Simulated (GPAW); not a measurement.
# TiAl (Pm-3m) in GPAW: notebook, part 3 of 3

GPAW 26.7.0. The steps go on from the part before.

## 6. Relaxation of cell and atoms, PBEsol+D4

The input, run.py:

```python
from ase import Atoms
from ase.calculators.mixing import SumCalculator
from ase.filters import FrechetCellFilter
from ase.io import write
from ase.optimize import BFGS
from dftd4.ase import DFTD4
from gpaw import GPAW, PW, setup_paths

setup_paths.insert(0, '.')

atoms = Atoms(['Ti', 'Al'],
              cell=[[3.179064, 0.0, 0.0],
                    [0.0, 3.179064, 0.0],
                    [0.0, 0.0, 3.179064]],
              scaled_positions=[[0.0, 0.0, 0.0],
                                [0.5, 0.5, 0.5]],
              pbc=True)

calc = GPAW(mode=PW(600),
            xc='PBEsol',
            kpts={'size': (8, 8, 8), 'gamma': True},
            occupations={'name': 'fermi-dirac', 'width': 0.05},
            nbands=17,
            convergence={'density': 1e-05, 'forces': 0.0001},
            maxiter=150,
            txt='gpaw.txt')
atoms.calc = SumCalculator([calc, DFTD4(method='pbesol')])
opt = BFGS(FrechetCellFilter(atoms), trajectory='relax.traj', logfile='-')
done = opt.run(fmax=0.02, steps=60)
calc.write('gs.gpw')
write('result.traj', atoms)
print('Converged:', done)
print('Cell:', atoms.cell.cellpar().round(4))
print('Volume:', round(atoms.get_volume(), 4))
print(atoms.get_scaled_positions().round(5))
```

Potentials or basis: PAW data sets generated in the run's folder for this functional, pw.

Started as:

```console
$ gpaw-setup -f PBEsol Al Ti
$ OMP_NUM_THREADS=1 python run.py
```

gpaw.txt:

```text
__  _  _
 | _ |_)|_||  |
 |__||  | ||/\| - 26.7.0

Input parameters:
  mode=PW(ecut=600.0),
  convergence={'density': 1e-05, 'forces': 0.0001},
  kpts=MonkhorstPack(size=(8, 8, 8), gamma=True),
  maxiter=150,
  nbands=17,
  occupations=Occupations(name='fermi-dirac', width=0.05),
  xc=XC(name='PBEsol')

Diagonalizing LCAO Hamiltonian
Converting LCAO to pw mode
   .-------.
  /|       |
 * |       |
 | |  Al   |
 | .-------.
 |/       /
 Ti------*

Atoms  # Å, Bohr magnetons
|   | symbol |        x |        y |        z |    initial magnetic moments |
|---|--------|----------|----------|----------|-----------------------------|
| 0 |     Ti | 0.000000 | 0.000000 | 0.000000 | ( 0.0000,  0.0000,  0.0000) |
| 1 |     Al | 1.589532 | 1.589532 | 1.589532 | ( 0.0000,  0.0000,  0.0000) |

Unit cell  # Å
| periodic |        x |        y |        z |  lengths |    angles |
|----------|----------|----------|----------|----------|-----------|
|      yes | 3.179064 | 0.000000 | 0.000000 | 3.179064 | 90.000000 |
|      yes | 0.000000 | 3.179064 | 0.000000 | 3.179064 | 90.000000 |
|      yes | 0.000000 | 0.000000 | 3.179064 | 3.179064 | 90.000000 |

Number of symmetries: 48
Symmetry operations  # r_c * U_cc + t_c -> r_c
|    | kind |            matrix            |
|----|------|------------------------------|
|  0 |  E   |  1, 0, 0,  0, 1, 0,  0, 0, 1 |
|  1 |  σ   |  1, 0, 0,  0, 1, 0,  0, 0,-1 |
|  2 |  σ   |  1, 0, 0,  0, 0, 1,  0, 1, 0 |
|  3 |  C4  |  1, 0, 0,  0, 0, 1,  0,-1, 0 |
|  4 |  C4  |  1, 0, 0,  0, 0,-1,  0, 1, 0 |
|  5 |  σ   |  1, 0, 0,  0, 0,-1,  0,-1, 0 |
|  6 |  σ   |  1, 0, 0,  0,-1, 0,  0, 0, 1 |
|  7 |  C2  |  1, 0, 0,  0,-1, 0,  0, 0,-1 |
|  8 |  σ   |  0, 1, 0,  1, 0, 0,  0, 0, 1 |
|  9 |  C2  |  0, 1, 0,  1, 0, 0,  0, 0,-1 |
| 10 |  C3  |  0, 1, 0,  0, 0, 1,  1, 0, 0 |
| 11 |  S6  |  0, 1, 0,  0, 0, 1, -1, 0, 0 |
| 12 |  S6  |  0, 1, 0,  0, 0,-1,  1, 0, 0 |
| 13 |  C3  |  0, 1, 0,  0, 0,-1, -1, 0, 0 |
| 14 |  C4  |  0, 1, 0, -1, 0, 0,  0, 0, 1 |
| 15 |  S4  |  0, 1, 0, -1, 0, 0,  0, 0,-1 |
| 16 |  C3  |  0, 0, 1,  1, 0, 0,  0, 1, 0 |
| 17 |  S6  |  0, 0, 1,  1, 0, 0,  0,-1, 0 |
| 18 |  σ   |  0, 0, 1,  0, 1, 0,  1, 0, 0 |
| 19 |  C4  |  0, 0, 1,  0, 1, 0, -1, 0, 0 |
| 20 |  C2  |  0, 0, 1,  0,-1, 0,  1, 0, 0 |
| 21 |  S4  |  0, 0, 1,  0,-1, 0, -1, 0, 0 |
[... 213 lines left out ...]
No gap
No difference between direct/indirect transitions

Stress tensor  # eV/Ang^3
|        x |        y |        z |
|----------|----------|----------|
| 0.015300 | 0.000000 | 0.000000 |
| 0.000000 | 0.015300 | 0.000000 |
| 0.000000 | 0.000000 | 0.015300 |

Forces  # eV/Ang
|       x |       y |       z |
|---------|---------|---------|
| 0.00000 | 0.00000 | 0.00000 |  # Ti   0
| 0.00000 | 0.00000 | 0.00000 |  # Al   1

Interpolating wave functions to new cell

            Al

       Ti

Atoms  # Å, Bohr magnetons
|   | symbol |         x |        y |        z |    initial magnetic moments |
|---|--------|-----------|----------|----------|-----------------------------|
| 0 |     Ti | -0.000000 | 0.000000 | 0.000000 | ( 0.0000,  0.0000,  0.0000) |
| 1 |     Al |  1.584897 | 1.584897 | 1.584897 | ( 0.0000,  0.0000,  0.0000) |

Unit cell  # Å
| periodic |         x |        y |         z |  lengths |    angles |
|----------|-----------|----------|-----------|----------|-----------|
|      yes |  3.169793 | 0.000000 | -0.000000 | 3.169793 | 90.000000 |
|      yes |  0.000000 | 3.169793 |  0.000000 | 3.169793 | 90.000000 |
|      yes | -0.000000 | 0.000000 |  3.169793 | 3.169793 | 90.000000 |

Number of symmetries: 48
Symmetry operations  # r_c * U_cc + t_c -> r_c
|    | kind |            matrix            |
|----|------|------------------------------|
|  0 |  E   |  1, 0, 0,  0, 1, 0,  0, 0, 1 |
|  1 |  σ   |  1, 0, 0,  0, 1, 0,  0, 0,-1 |
|  2 |  σ   |  1, 0, 0,  0, 0, 1,  0, 1, 0 |
|  3 |  C4  |  1, 0, 0,  0, 0, 1,  0,-1, 0 |
|  4 |  C4  |  1, 0, 0,  0, 0,-1,  0, 1, 0 |
|  5 |  σ   |  1, 0, 0,  0, 0,-1,  0,-1, 0 |
|  6 |  σ   |  1, 0, 0,  0,-1, 0,  0, 0, 1 |
|  7 |  C2  |  1, 0, 0,  0,-1, 0,  0, 0,-1 |
|  8 |  σ   |  0, 1, 0,  1, 0, 0,  0, 0, 1 |
|  9 |  C2  |  0, 1, 0,  1, 0, 0,  0, 0,-1 |
| 10 |  C3  |  0, 1, 0,  0, 0, 1,  1, 0, 0 |
| 11 |  S6  |  0, 1, 0,  0, 0, 1, -1, 0, 0 |
| 12 |  S6  |  0, 1, 0,  0, 0,-1,  1, 0, 0 |
| 13 |  C3  |  0, 1, 0,  0, 0,-1, -1, 0, 0 |
| 14 |  C4  |  0, 1, 0, -1, 0, 0,  0, 0, 1 |
| 15 |  S4  |  0, 1, 0, -1, 0, 0,  0, 0,-1 |
| 16 |  C3  |  0, 0, 1,  1, 0, 0,  0, 1, 0 |
| 17 |  S6  |  0, 0, 1,  1, 0, 0,  0,-1, 0 |
| 18 |  σ   |  0, 0, 1,  0, 1, 0,  1, 0, 0 |
| 19 |  C4  |  0, 0, 1,  0, 1, 0, -1, 0, 0 |
| 20 |  C2  |  0, 0, 1,  0,-1, 0,  1, 0, 0 |
| 21 |  S4  |  0, 0, 1,  0,-1, 0, -1, 0, 0 |
[... 215 lines left out ...]
Stress tensor  # eV/Ang^3
|        x |        y |        z |
|----------|----------|----------|
| 0.009172 | 0.000000 | 0.000000 |
| 0.000000 | 0.009172 | 0.000000 |
| 0.000000 | 0.000000 | 0.009172 |

Forces  # eV/Ang
|        x |        y |        z |
|----------|----------|----------|
| -0.00000 | -0.00000 | -0.00000 |  # Ti   0
|  0.00000 |  0.00000 |  0.00000 |  # Al   1

Interpolating wave functions to new cell

            Al

       Ti

Atoms  # Å, Bohr magnetons
|   | symbol |         x |         y |         z |    initial magnetic moments |
|---|--------|-----------|-----------|-----------|-----------------------------|
| 0 |     Ti | -0.000000 | -0.000000 | -0.000000 | ( 0.0000,  0.0000,  0.0000) |
| 1 |     Al |  1.570380 |  1.570380 |  1.570380 | ( 0.0000,  0.0000,  0.0000) |

Unit cell  # Å
| periodic |         x |         y |         z |  lengths |    angles |
|----------|-----------|-----------|-----------|----------|-----------|
|      yes |  3.140761 | -0.000000 |  0.000000 | 3.140761 | 90.000000 |
|      yes | -0.000000 |  3.140761 | -0.000000 | 3.140761 | 90.000000 |
|      yes |  0.000000 | -0.000000 |  3.140761 | 3.140761 | 90.000000 |

Number of symmetries: 48
Symmetry operations  # r_c * U_cc + t_c -> r_c
|    | kind |            matrix            |
|----|------|------------------------------|
|  0 |  E   |  1, 0, 0,  0, 1, 0,  0, 0, 1 |
|  1 |  σ   |  1, 0, 0,  0, 1, 0,  0, 0,-1 |
|  2 |  σ   |  1, 0, 0,  0, 0, 1,  0, 1, 0 |
|  3 |  C4  |  1, 0, 0,  0, 0, 1,  0,-1, 0 |
|  4 |  C4  |  1, 0, 0,  0, 0,-1,  0, 1, 0 |
|  5 |  σ   |  1, 0, 0,  0, 0,-1,  0,-1, 0 |
|  6 |  σ   |  1, 0, 0,  0,-1, 0,  0, 0, 1 |
|  7 |  C2  |  1, 0, 0,  0,-1, 0,  0, 0,-1 |
|  8 |  σ   |  0, 1, 0,  1, 0, 0,  0, 0, 1 |
|  9 |  C2  |  0, 1, 0,  1, 0, 0,  0, 0,-1 |
| 10 |  C3  |  0, 1, 0,  0, 0, 1,  1, 0, 0 |
| 11 |  S6  |  0, 1, 0,  0, 0, 1, -1, 0, 0 |
| 12 |  S6  |  0, 1, 0,  0, 0,-1,  1, 0, 0 |
| 13 |  C3  |  0, 1, 0,  0, 0,-1, -1, 0, 0 |
| 14 |  C4  |  0, 1, 0, -1, 0, 0,  0, 0, 1 |
| 15 |  S4  |  0, 1, 0, -1, 0, 0,  0, 0,-1 |
| 16 |  C3  |  0, 0, 1,  1, 0, 0,  0, 1, 0 |
| 17 |  S6  |  0, 0, 1,  1, 0, 0,  0,-1, 0 |
| 18 |  σ   |  0, 0, 1,  0, 1, 0,  1, 0, 0 |
| 19 |  C4  |  0, 0, 1,  0, 1, 0, -1, 0, 0 |
| 20 |  C2  |  0, 0, 1,  0,-1, 0,  1, 0, 0 |
| 21 |  S4  |  0, 0, 1,  0,-1, 0, -1, 0, 0 |
[... 194 lines left out ...]
|------------|---------------|-----------|
|          0 |       -47.861 |     2.000 |
|          1 |       -24.178 |     2.000 |
|          2 |       -24.178 |     2.000 |
|          3 |       -24.178 |     2.000 |
|          4 |        -0.716 |     2.000 |
|          5 |         7.183 |     2.000 |
|          6 |         7.183 |     2.000 |
|          7 |        10.590 |     0.000 |
|          8 |        10.590 |     0.000 |
|          9 |        10.590 |     0.000 |
|         10 |        13.291 |     0.000 |
|         11 |        13.291 |     0.000 |
|         12 |        13.291 |     0.000 |
|         13 |        17.770 |     0.000 |
|         14 |        17.770 |     0.000 |
|        ... |               |           |
|         16 |        27.133 |     0.000 |

No gap
No difference between direct/indirect transitions

Stress tensor  # eV/Ang^3
|         x |         y |         z |
|-----------|-----------|-----------|
| -0.011620 |  0.000000 |  0.000000 |
|  0.000000 | -0.011620 | -0.000000 |
|  0.000000 | -0.000000 | -0.011620 |

Forces  # eV/Ang
|       x |        y |        z |
|---------|----------|----------|
| 0.00000 | -0.00000 | -0.00000 |  # Ti   0
| 0.00000 |  0.00000 | -0.00000 |  # Al   1

# Writing to gs.gpw (mode='')
```

It took 42 s on 1 thread of Intel Xeon Platinum 8259CL at 2.50GHz (Skylake/Cascade Lake), shared host; peak memory 0.17 GiB.

What came out:

```
Free energy                            : -12.1433 eV
Relaxed volume                         : 15.49 Å³/atom
Relaxed cell                           : a = 3.141 Å, b = 3.141 Å, c = 3.141 Å, α = 90.00°, β = 90.00°, γ = 90.00°
Space group after relaxing (to 0.05 Å) : Pm-3m (No. 221)
Energy gained by relaxing              : 5.8 meV/atom
Ionic steps                            : 3
Pressure after relaxing                : 0.1 GPa
Band gap on the k mesh                 : none (metal or under the smearing width)
Dispersion energy per atom             : -0.174 eV
```

The path:
| step | energy change (eV) | largest force (eV/Å) | pressure (GPa) | volume (Å³) |
| --- | --- | --- | --- | --- |
| 1 | 0.0000 | 0.0000 | -4.08 | 32.13 |
| 2 | -0.0057 | 0.0000 | -3.12 | 31.85 |
| 3 | -0.0115 | 0.0000 | 0.12 | 30.98 |

Final structure:
```cif
data_structure
_symmetry_space_group_name_H-M 'P 1'
_symmetry_Int_Tables_number 1
_cell_length_a 3.1408
_cell_length_b 3.1408
_cell_length_c 3.1408
_cell_angle_alpha 90.000
_cell_angle_beta 90.000
_cell_angle_gamma 90.000
_cell_volume 30.98
loop_
_atom_site_label
_atom_site_type_symbol
_atom_site_fract_x
_atom_site_fract_y
_atom_site_fract_z
_atom_site_occupancy
Ti1 Ti 0.00000 0.00000 0.00000 1
Al1 Al 0.50000 0.50000 0.50000 1
```

Caveat: later steps reuse the first step's grids; pairwise dispersion overbinds metals, which lowers pressure and volume.

## 7. Summary

| level | gap on the mesh (eV) | pressure (GPa) | relaxed volume (Å³/atom) |
| --- | --- | --- | --- |
| PBEsol | none | 0.0 | 15.72 |
| PBEsol+D3 | none | 0.0 | 15.27 |
| PBEsol+D3(BJ) | none | 0.0 | 15.09 |
| PBEsol+D3(BJ)+ATM | none | 0.0 | 15.20 |
| PBEsol+D4 | none | 0.1 | 15.49 |

Alike in all rows: task relaxation of cell and atoms; potentials or basis PAW data sets generated in the run's folder for this functional, pw; no spin polarisation; cell relaxed; k mesh 8 × 8 × 8; cutoff (eV) 600; smearing fermi-dirac 0.05 eV.

Caveats: later steps reuse the first step's grids; pairwise dispersion overbinds metals, which lowers pressure and volume (some runs).

Absolute energies hang on the potentials; compare differences alone.
